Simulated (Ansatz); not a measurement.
# N started in the widest void in wurtzite AlN, 97 atoms, charge +1

All numbers come from Ansatz (PAW, plane waves, no spin–orbit coupling) at the single k point (¼, ¼, ¼) without its symmetry partners. The atoms were relaxed with PBEsol in a fixed cell; other functionals are single points on those atoms unless said otherwise. The valence top and gap of the host come from its small cell on a dense mesh, with the band extrema sought between the mesh points, lined up by the mean potential, PBEsol gap 4.09 eV, HSE06 gap 5.54 eV. The charge correction uses an assumed dielectric constant of 8.5.

Relaxed structure:

```
Al N
1.0
     9.34145    0.00000    0.00000
     0.00000   10.78657    0.00000
     0.00000    0.00000    9.96706
Al N
48 49
Direct
  0.16682 0.08390 0.24893
  0.16392 0.08010 0.74844
  0.00142 0.33459 0.25066
  0.00142 0.33504 0.74773
  0.50141 0.08335 0.25002
  0.50141 0.08298 0.74809
  0.33209 0.33297 0.24395
  0.31282 0.31713 0.76223
  0.16789 0.58527 0.24818
  0.16861 0.58441 0.74757
  0.00142 0.83406 0.24755
  0.00141 0.83133 0.74741
  0.83602 0.08390 0.24893
  0.83890 0.08012 0.74843
  0.67076 0.33296 0.24392
  0.68996 0.31715 0.76221
  0.50141 0.59029 0.23914
  0.50146 0.61143 0.75046
  0.33418 0.83564 0.24688
  0.33198 0.83932 0.74717
  0.83495 0.58527 0.24817
  0.83423 0.58442 0.74757
  0.66866 0.83564 0.24688
  0.67088 0.83933 0.74717
  0.00144 0.16832 0.49847
  0.00144 0.16764 0.99895
  0.33434 0.16775 0.49728
  0.33399 0.16315 0.00219
  0.16959 0.41814 0.49758
  0.16510 0.41874 0.00145
  0.00144 0.66768 0.49745
  0.00144 0.66736 0.99780
  0.66855 0.16775 0.49727
  0.66887 0.16315 0.00218
  0.50148 0.42535 0.46119
  0.50143 0.41608 0.99663
  0.33433 0.67083 0.49472
  0.33244 0.66866 0.99639
  0.16704 0.91832 0.49667
  0.16707 0.91688 0.99833
  0.83330 0.41814 0.49758
  0.83777 0.41874 0.00143
  0.66857 0.67083 0.49472
  0.67044 0.66867 0.99640
  0.50145 0.91834 0.49716
  0.50143 0.91729 0.99766
  0.83585 0.91832 0.49667
  0.83581 0.91688 0.99833
  0.00142 0.16874 0.18955
  0.00142 0.16854 0.68983
  0.33464 0.16569 0.19097
  0.33068 0.16074 0.68878
  0.16647 0.41863 0.19056
  0.17012 0.41656 0.68973
  0.00142 0.66757 0.18857
  0.00144 0.66509 0.68819
  0.66821 0.16568 0.19095
  0.67216 0.16075 0.68877
  0.50142 0.41887 0.19055
  0.50136 0.37030 0.72709
  0.33245 0.66953 0.18533
  0.33066 0.67405 0.68681
  0.16727 0.91805 0.18857
  0.16485 0.91676 0.68745
  0.83638 0.41863 0.19054
  0.83270 0.41655 0.68974
  0.67039 0.66952 0.18534
  0.67224 0.67409 0.68680
  0.50143 0.91780 0.18823
  0.50143 0.91753 0.68834
  0.83557 0.91805 0.18856
  0.83801 0.91678 0.68745
  0.16729 0.08520 0.43919
  0.16717 0.08338 0.93912
  0.00143 0.33542 0.44144
  0.00142 0.33428 0.93845
  0.50143 0.08522 0.44043
  0.50142 0.08434 0.93893
  0.33440 0.33424 0.43580
  0.33040 0.33124 0.94803
  0.16887 0.58470 0.43923
  0.16786 0.58355 0.93795
  0.00143 0.83394 0.43809
  0.00142 0.83318 0.93818
  0.83558 0.08518 0.43919
  0.83567 0.08338 0.93911
  0.66850 0.33422 0.43575
  0.67244 0.33125 0.94801
  0.50143 0.59450 0.42681
  0.50143 0.58405 0.93634
  0.33410 0.83690 0.43746
  0.33447 0.83504 0.93760
  0.83399 0.58470 0.43923
  0.83499 0.58355 0.93794
  0.66877 0.83690 0.43746
  0.66838 0.83505 0.93760
  0.50161 0.46342 0.64824
```

Chemical potentials μ are those of reference phases of the elements at zero temperature by the same functional (the usual solids, diamond for C, grey Sn, and the molecules H2, N2, O2, F2, Cl2, Br2 and S8).

```tsv
functional	E(defect) − E(host) − Σ nμ + q·E_VBM (eV)	monopole (eV)	alignment (eV)	formation energy at E_F = VBM (eV)	moment (μB)	wall time, shared host
PBEsol	2.89	0.24	0.01	3.14	2.0	16 s on NVIDIA GB200 (relaxation)
```

Task: Estimate the formation energy and moment that HSE06 gives on these atoms.

Result: 2.62 eV at E_F = VBM (2.36 eV before the monopole term 0.24 eV and the alignment 0.02 eV), moment 2.0 μB.

HSE06 one-electron levels near the gap (the ten most localised at most), from the host's valence top, not corrected for the charge's images:

```csv
level (eV),spin,filling,atoms sharing it,element of the atom with most weight
-0.30,down,1.00,50.6,spread
-0.25,up,1.00,52.9,spread
-0.24,down,1.00,54.5,spread
-0.15,up,1.00,49.3,spread
-0.14,down,1.00,51.5,spread
0.18,up,1.00,5.8,N
0.28,up,1.00,6.1,N
3.35,down,0.00,3.6,N
3.38,down,0.00,3.3,N
```

PBEsol tends to spread a hole over several anions where a hybrid would trap it on one, and single points on PBEsol atoms lack that distortion.

All elements are taken at their own reference at once; growth conditions in equilibrium with the host shift these energies, by up to the host's formation enthalpy.

One k point and a cell of this size can leave errors of several tenths of an eV in such numbers.
